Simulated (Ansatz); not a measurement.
**TiTe2 under changes of volume**

One of the cells (26.760 Å³/atom); the others are scaled copies at fixed shape and fractional positions:

```
Te Ti
1.0
     3.77700    0.00000    0.00000
    -1.88850    3.27098    0.00000
     0.00000    0.00000    6.49800
Te Ti
2 1
Cartesian
  0.0000 2.1807 4.7903
  1.8885 1.0903 1.7077
  0.0000 0.0000 0.0000
```

```yaml
Program: Ansatz 0.2.0
Functional: r2SCAN
Potentials_or_basis: Ansatz PAW
Cutoff: "500 eV (not typed: the program's choice for these potentials)"
k_mesh: 8 × 8 × 4
Occupations: fermi-dirac, width 0.05 eV
Spin: no spin polarisation
```

```tsv
volume (Å³/atom)	energy over the lowest point (meV/atom)	pressure (GPa)	largest force (eV/Å)
25.154	33.28	5.8	0.361
25.689	16.96	4.0	0.154
26.225	6.33	2.4	0.038
26.760	?	?	?
27.295	0.00	-0.4	0.383
27.830	3.37	-1.6	0.537
28.365	10.55	-2.7	0.680
```

**Question.** What does the run at 26.760 Å³/atom give?

**Answer.** Energy over the lowest point 0.84 meV/atom; pressure 0.9 GPa; largest force 0.217 eV/Å.

Worked out: A Birch-Murnaghan fit of order 3 (a polynomial in V^(-2/3)) to the other rows has its minimum at 27.13 Å³/atom with B0 = V·E''(V) = 66 GPa and B' = 4.0 at fixed shape and positions, which overstates the stiffness. It gives 0.84 meV/atom at 26.760 Å³/atom, against the run's 0.84, and -dE/dV = 0.9 GPa, against 0.9.

Energies are extrapolated to zero smearing.

Caveats: the PAW data sets come from PBE, with cores solved anew for the run's functional, which leaves a small shift of forces and pressure.
